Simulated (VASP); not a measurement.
# KCl (Fm-3m) in VASP: notebook

Runs on KCl. Level: PBEsol. Tasks: single point.

Program: VASP 6.6.1. These are calculated values, not measurements. Logs are shortened: lines on timing, memory, paths and dates and some standing lists are left out, and cuts for length are marked.

**Measured values to compare with.**

From a printed reference work, monograph, for a bulk crystal of KCl: band gap 8.68 eV.

The runs below are set against these values where they give the same quantity.

## (1) The structure

It takes space group Fm-3m (No. 225, cubic). The conventional cell has a = 6.255 Å, b = 6.255 Å, c = 6.255 Å, α = 90.00°, β = 90.00°, γ = 90.00°. K (site symmetry m-3m) is surrounded by 6 Cl at 3.13 Å. Cl (site symmetry m-3m) is surrounded by 6 K at 3.13 Å.

## (2) Single point, PBEsol

INCAR reads:

```
  ALGO = Normal
  EDIFF = 1E-6
  ENCUT = 700
  GGA = PS
  ISIF = 2
  ISMEAR = 0
  LASPH = T
  LCHARG = F
  LREAL = F
  LWAVE = F
  NELM = 80
  PREC = Accurate
  SIGMA = 0.02
```

KPOINTS reads:

```
k-points
0
Gamma
  6 6 6
```

POSCAR reads:

```
KCl
1.0
    0.0000000000      3.1274400000      3.1274400000
    3.1274400000      0.0000000000      3.1274400000
    3.1274400000      3.1274400000      0.0000000000
K Cl
1 1
Direct
    0.0000000000      0.0000000000      0.0000000000
    0.5000000000      0.5000000000      0.5000000000
```

Potentials or basis: VASP PAW PBE potentials, release 64 (K_sv, Cl).

The run is started by

```bash
$ cat potpaw_PBE.64/K_sv/POTCAR potpaw_PBE.64/Cl/POTCAR > POTCAR
$ mpirun -np 1 vasp_std > vasp.out
```

OUTCAR:

```text
EDIFF = 1E-6
   ENCUT = 700
   GGA = PS
   ISIF = 2
   ISMEAR = 0
   LASPH = T
   LREAL = F
   NELM = 80
   PREC = Accurate

 ion  position               nearest neighbor table
   1  0.000  0.000  0.000-   2 3.13   2 3.13   2 3.13   2 3.13   2 3.13   2 3.13
   2  0.500  0.500  0.500-   1 3.13   1 3.13   1 3.13   1 3.13   1 3.13   1 3.13

  LATTYP: Found a face centered cubic cell.
 ALAT       =     6.2548800000

  Lattice vectors:

 A1 = (   0.0000000000,   3.1274400000,   3.1274400000)
 A2 = (   3.1274400000,   0.0000000000,   3.1274400000)
 A3 = (   3.1274400000,   3.1274400000,   0.0000000000)

Analysis of symmetry for initial positions (statically):
=====================================================================
 Subroutine PRICEL returns:
 Original cell was already a primitive cell.

 Routine SETGRP: Setting up the symmetry group for a
 face centered cubic supercell.

 Subroutine GETGRP returns: Found 48 space group operations
 (whereof 48 operations were pure point group operations)
 out of a pool of 48 trial point group operations.

The static configuration has the point symmetry O_h .

Analysis of symmetry for dynamics (positions and initial velocities):
=====================================================================
 Subroutine PRICEL returns:
 Original cell was already a primitive cell.

 Routine SETGRP: Setting up the symmetry group for a
 face centered cubic supercell.

 Subroutine GETGRP returns: Found 48 space group operations
 (whereof 48 operations were pure point group operations)
 out of a pool of 48 trial point group operations.

The dynamic configuration has the point symmetry O_h .

 Subroutine INISYM returns: Found 48 space group operations
 (whereof 48 operations are pure point group operations),
 and found     1 'primitive' translations

----------------------------------------------------------------------------------------

                                     Primitive cell

  volume of cell :      61.1782

  direct lattice vectors                    reciprocal lattice vectors
     0.000000000  3.127440000  3.127440000    -0.159875169  0.159875169  0.159875169
     3.127440000  0.000000000  3.127440000     0.159875169 -0.159875169  0.159875169
     3.127440000  3.127440000  0.000000000     0.159875169  0.159875169 -0.159875169

  length of vectors
     4.422868064  4.422868064  4.422868064     0.276911916  0.276911916  0.276911916

  position of ions in fractional coordinates (direct lattice)
     0.000000000  0.000000000  0.000000000
     0.500000000  0.500000000  0.500000000

  ion indices of the primitive-cell ions
   primitive index   ion index
                 1           1
                 2           2

----------------------------------------------------------------------------------------

 KPOINTS: k-points

Automatic generation of k-mesh.
 Grid dimensions read from file:
 generate k-points for:    6    6    6

 Generating k-lattice:

  Cartesian coordinates                     Fractional coordinates (reciprocal lattice)
    -0.026645862  0.026645862  0.026645862     0.166666667  0.000000000  0.000000000
     0.026645862 -0.026645862  0.026645862     0.000000000  0.166666667  0.000000000
     0.026645862  0.026645862 -0.026645862     0.000000000  0.000000000  0.166666667

  Length of vectors
     0.046151986  0.046151986  0.046151986

  Shift w.r.t. Gamma in fractional coordinates (k-lattice)
     0.000000000  0.000000000  0.000000000

 Subroutine IBZKPT returns following result:
 ===========================================

 Found     16 irreducible k-points:

 Following reciprocal coordinates:
            Coordinates               Weight
  0.000000  0.000000  0.000000      1.000000
  0.166667  0.000000  0.000000      8.000000
  0.333333  0.000000  0.000000      8.000000
  0.500000  0.000000  0.000000      4.000000
  0.166667  0.166667  0.000000      6.000000
  0.333333  0.166667  0.000000     24.000000
[... 8 lines left out ...]
 -0.333333  0.333333  0.166667     24.000000
 -0.333333  0.500000  0.166667     12.000000
   k-points           NKPTS =     16   k-points in BZ     NKDIM =     16   number of bands    NBANDS=     12
   number of dos      NEDOS =    301   number of ions     NIONS =      2
   total plane-waves  NPLWV =  64000
   dimension x,y,z NGX =    40 NGY =   40 NGZ =   40
   dimension x,y,z NGXF=    80 NGYF=   80 NGZF=   80
   ions per type =               1   1
   NGX,Y,Z   is equivalent  to a cutoff of  15.04, 15.04, 15.04 a.u.
   NGXF,Y,Z  is equivalent  to a cutoff of  30.07, 30.07, 30.07 a.u.
 SYSTEM =  unknown system
   PREC   = accura    normal or accurate (medium, high low for compatibility)
   ISTART =      0    job   : 0-new  1-cont  2-samecut
   ICHARG =      2    charge: 1-file 2-atom 10-const
   ISPIN  =      1    spin polarized calculation?
   LNONCOLLINEAR =      F non collinear calculations
   LSORBIT =      F    spin-orbit coupling
   LASPH  =      T    aspherical Exc in radial PAW
   ENCUT  =  700.0 eV  51.45 Ry    7.17 a.u.   9.54  9.54  9.54*2*pi/ulx,y,z
   NELM   =     80;   NELMIN=  2; NELMDL= -5     # of ELM steps
   EDIFF  = 0.1E-05   stopping-criterion for ELM
   LREAL  =      F    real-space projection
   EDIFFG = 0.1E-04   stopping-criterion for IOM
   NSW    =      0    number of steps for IOM
   IBRION =     -1    ionic relax: 0-MD 1-quasi-New 2-CG
   NFREE  =      0    steps in history (QN), initial steepest desc. (CG)
   ISIF   =      2    stress and relaxation
   ISYM   =      2    0-nonsym 1-usesym 2-fastsym
   POTIM  = 0.5000    time-step for ionic-motion
   TEBEG  =    0.0;   TEEND  =   0.0 temperature during run
   PSTRESS=    0.0 pullay stress
   NELECT =      16.0000    total number of electrons
   NUPDOWN=      -1.0000    fix difference up-down
   EMIN   =  10.00;   EMAX   =-10.00  energy-range for DOS
   EFERMI =   0.00;   METHOD = LEGACY
   ISMEAR =     0;   SIGMA  =   0.02  broadening in eV -4-tet -1-fermi 0-gaus
   EFERMI_NEDOS =   21; number of points for ismear=-14 and -15
   IALGO  =     38    algorithm
   IMIX   =      4    mixing-type and parameters
     AMIX     =   0.40;   BMIX     =  1.00
     AMIX_MAG =   1.60;   BMIX_MAG =  1.00
  volume/ion in A,a.u.               =      30.59       206.43
  Fermi-wavevector in a.u.,A,eV,Ry     =   1.046926  1.978403 14.912711  1.096053
  Thomas-Fermi vector in A             =   2.181784
   LORBIT       =      0    0 simple, 1 ext, 2 COOP (PROOUT), +10 PAW based schemes
   GGA     = PS    functional components
   LHFCALC =     F    Hartree Fock is set to
   AEXX    =    0.0000 exact exchange contribution
   IVDW    =     0    specifies the selected vdW correction
   LEPSILON=     F    determine dielectric tensor
   LRPA    =     F    only Hartree local field effects (RPA)
 non-spin polarized calculation
 Gauss-broadening in eV      SIGMA  =   0.02
  energy-cutoff  :      700.00
  volume of cell :       61.18
 maximum number of plane-waves:      2637
 NGX is ok and might be reduce to    40
   NGX = 19   NGY = 19   NGZ = 19

 number of electron      16.0000001 magnetization

 Free energy of the ion-electron system (eV)
  ---------------------------------------------------
  ext. energy  EPLUGINS =         0.00000000
  ---------------------------------------------------
  free energy    TOTEN  =        -7.02337807 eV

  energy without entropy =       -7.02337807  energy(sigma->0) =       -7.02337807

 E-fermi :  -1.7199     XC(G=0):  -7.7993

 val. band max:       -1.8335699745   @ k =   0.0000   0.0000   0.0000
 cond. band min:       3.2471777200   @ k =   0.0000   0.0000   0.0000
 fundamental gap:      5.0807476945
 Fermi energy:        -1.7199278414

 k-point     1 :       0.0000    0.0000    0.0000
  band No.  band energies     occupation
      1     -28.8338      2.00000
      2     -13.9461      2.00000
      3     -12.3611      2.00000
      4     -12.3611      2.00000
      5     -12.3611      2.00000
      6      -1.8336      2.00000
      7      -1.8336      2.00000
      8      -1.8336      2.00000
      9       3.2472      0.00000
     10       6.4673      0.00000
     11       6.4673      0.00000
     12       6.4673      0.00000

 k-point     2 :       0.1667    0.0000    0.0000
  band No.  band energies     occupation
      1     -28.8308      2.00000
      2     -13.9984      2.00000
      3     -12.3637      2.00000
      4     -12.3637      2.00000
      5     -12.2945      2.00000
      6      -2.1697      2.00000
      7      -1.9259      2.00000
      8      -1.9259      2.00000
      9       3.9010      0.00000
     10       6.2813      0.00000
     11       6.8214      0.00000
     12       6.8214      0.00000

 k-point     3 :       0.3333    0.0000    0.0000
  band No.  band energies     occupation
      1     -28.8247      2.00000
      2     -14.0927      2.00000
      3     -12.3687      2.00000
      4     -12.3687      2.00000
      5     -12.1708      2.00000
      6      -2.7173      2.00000
      7      -2.1000      2.00000
      8      -2.1000      2.00000
      9       5.1309      0.00000
     10       6.3584      0.00000
     11       7.7845      0.00000
     12       7.7845      0.00000
[... 166 lines left out ...]
 k-point    15 :      -0.3333    0.3333    0.1667
  band No.  band energies     occupation
      1     -28.8189      2.00000
      2     -13.9931      2.00000
      3     -12.4470      2.00000
      4     -12.4268      2.00000
      5     -12.2440      2.00000
      6      -2.5875      2.00000
      7      -2.2954      2.00000
      8      -2.2097      2.00000
      9       6.0178      0.00000
     10       6.2708      0.00000
     11       7.9040      0.00000
     12       8.1712      0.00000

 k-point    16 :      -0.3333    0.5000    0.1667
  band No.  band energies     occupation
      1     -28.8180      2.00000
      2     -13.9146      2.00000
      3     -12.4960      2.00000
      4     -12.4475      2.00000
      5     -12.3062      2.00000
      6      -2.4329      2.00000
      7      -2.2824      2.00000
      8      -2.2094      2.00000
      9       5.2972      0.00000
     10       7.0167      0.00000
     11       7.2222      0.00000
     12       8.3363      0.00000

------------------------ aborting loop because EDIFF is reached ----------------------------------------

  FORCE on cell =-STRESS in cart. coord.  units (eV):
  Direction    XX          YY          ZZ          XY          YZ          ZX
  --------------------------------------------------------------------------------------
  -------------------------------------------------------------------------------------
  Total       -0.0065351     -0.0065351     -0.0065351      0.0000000     -0.0000000      0.0000000
  in kB       -0.1711453     -0.1711453     -0.1711453      0.0000000     -0.0000000      0.0000000
  external PRESSURE =      -0.1711453 kB  Pullay stress =       0.0000000 kB

 VOLUME and BASIS-vectors are now :
 -----------------------------------------------------------------------------
  energy-cutoff  :      700.00
  volume of cell :       61.18
      direct lattice vectors                 reciprocal lattice vectors
     0.000000000  3.127440000  3.127440000    -0.159875169  0.159875169  0.159875169
     3.127440000  0.000000000  3.127440000     0.159875169 -0.159875169  0.159875169
     3.127440000  3.127440000  0.000000000     0.159875169  0.159875169 -0.159875169

 POSITION                                       TOTAL-FORCE (eV/Angst)
 -----------------------------------------------------------------------------------
      0.00000      0.00000      0.00000         0.000000     -0.000000      0.000000
      3.12744      3.12744      3.12744        -0.000000      0.000000     -0.000000
 -----------------------------------------------------------------------------------
    total drift:                                0.000000     -0.000000      0.000000

  FREE ENERGIE OF THE ION-ELECTRON SYSTEM (eV)
  ---------------------------------------------------
  free  energy   TOTEN  =        -7.0233780719 eV

  energy  without entropy=       -7.0233780719  energy(sigma->0) =       -7.02337807
```

Run time: 34 s. Hardware: 1 thread of Intel Xeon Platinum 8375C at 2.90GHz (Ice Lake), shared host; peak memory 0.24 GiB.

Results:

```
Free energy            : -7.0234 eV
Pressure               : 0.0 GPa
Band gap on the k mesh : 5.08 eV, direct
```

Levels at points of the mesh, in eV from the valence-band top:
```tsv
k point	band 6	band 7	band 8	band 9	band 10	band 11
(0.00, 0.00, 0.00)	0.00	0.00	0.00	5.08	8.30	8.30
(0.50, 0.00, 0.00)	-1.12	-0.35	-0.35	7.48	8.56	10.54
(0.50, 0.50, 0.00)	-0.69	-0.23	-0.23	6.38	8.31	10.01
```

Caveat: the PAW data sets were made with another functional, which shifts forces and pressure a little.

## (3) Single point, PBEsol

Changes to INCAR since step 2:

```diff
@@ -2,3 +2,3 @@
   EDIFF = 1E-6
-  ENCUT = 700
+  ENCUT = 520
   GGA = PS
```

KPOINTS reads:

```
k-points
0
Gamma
  10 10 10
```

POSCAR is that of step 2.

Potentials or basis: VASP PAW PBE potentials, release 64 (K_sv, Cl).

The run is started by

```bash
$ cat potpaw_PBE.64/K_sv/POTCAR potpaw_PBE.64/Cl/POTCAR > POTCAR
$ mpirun -np 1 vasp_std > vasp.out
```

It took 46 s on 1 thread of Intel Xeon Platinum 8375C at 2.90GHz (Ice Lake), shared host; peak memory 0.21 GiB.

Results (log left out):

```yaml
Free_energy: -7.0233 eV
Pressure: -0.1 GPa
Band_gap_on_the_k_mesh: 5.08 eV, direct
```

Levels at points of the mesh, in eV from the valence-band top:
```csv
k point,band 5,band 6,band 7,band 8,band 9,band 10,band 11,band 12
"(0.00, 0.00, 0.00)",-10.53,0.00,0.00,0.00,5.08,8.30,8.30,8.30
"(0.50, 0.00, 0.00)",-10.28,-1.12,-0.35,-0.35,7.48,8.56,10.54,10.54
"(0.50, 0.50, 0.00)",-10.59,-0.69,-0.23,-0.23,6.38,8.31,10.01,10.22
```

Caveat: the PAW data sets were made with another functional, which shifts forces and pressure a little.

## (4) Single point, PBEsol

Changes to INCAR since step 3:

```diff
@@ -12,2 +12,2 @@
   PREC = Accurate
-  SIGMA = 0.02
+  SIGMA = 0.5
```

KPOINTS reads:

```
k-points
0
Gamma
  6 6 6
```

POSCAR is that of step 3.

The run is started by

```bash
$ cat potpaw_PBE.64/K_sv/POTCAR potpaw_PBE.64/Cl/POTCAR > POTCAR
$ mpirun -np 1 vasp_std > vasp.out
```

Wall time 24 s (1 thread of Intel Xeon Platinum 8375C at 2.90GHz (Ice Lake), shared host); peak memory 0.2 GiB.

Results (log left out):

| Quantity | Value |
| --- | --- |
| Free energy | -7.0233 eV |
| Pressure | -0.1 GPa |
| Band gap on the k mesh | 5.08 eV, direct |

Levels at points of the mesh, in eV from the valence-band top:
```
           k point  band 6  band 7  band 8  band 9  band 10  band 11
(0.00, 0.00, 0.00)    0.00    0.00    0.00    5.08     8.30     8.30
(0.50, 0.00, 0.00)   -1.12   -0.35   -0.35    7.48     8.56    10.54
(0.50, 0.50, 0.00)   -0.69   -0.23   -0.23    6.38     8.31    10.01
```

Caveat: the PAW data sets were made with another functional, which shifts forces and pressure a little.

## (5) Summary

| k mesh | cutoff (eV) | smearing | gap on the mesh (eV) | pressure (GPa) |
| --- | --- | --- | --- | --- |
| 6 × 6 × 6 | 700 | gaussian 0.02 eV | 5.08 | 0.0 |
| 10 × 10 × 10 | 520 | gaussian 0.02 eV | 5.08 | -0.1 |
| 6 × 6 × 6 | 520 | gaussian 0.5 eV | 5.08 | -0.1 |

Alike in all rows: task single point; level PBEsol; potentials or basis VASP PAW PBE potentials, release 64 (K_sv, Cl); no spin polarisation; cell as given.

On the cell as given the gap runs from 5.08 eV (PBEsol) to 5.08 eV (PBEsol); the meshes differ, which moves gaps too.

Caveats: the PAW data sets were made with another functional, which shifts forces and pressure a little.

Total energies depend on the potentials used, so only differences within one code and one set of settings carry meaning.

## (6) Against experiment

Step 2. A measured gap of KCl is 8.68 eV (a printed reference work, monograph); the calculated 5.08 eV misses it by -3.60 eV. The value is that of PBEsol, without temperature or zero-point motion. Semilocal functionals fall short of measured gaps as a rule.

Step 3. A measured gap of KCl is 8.68 eV (a printed reference work, monograph); the calculated 5.08 eV misses it by -3.60 eV. The value is that of PBEsol on a finite k mesh, which can miss the band edges, without temperature or zero-point motion. Semilocal functionals fall short of measured gaps as a rule.

Step 4. Measured gap of KCl: 8.68 eV (a printed reference work, monograph). This calculation gives 5.08 eV (-3.60 eV). The value is that of PBEsol, without temperature or zero-point motion. Semilocal functionals fall short of measured gaps as a rule.
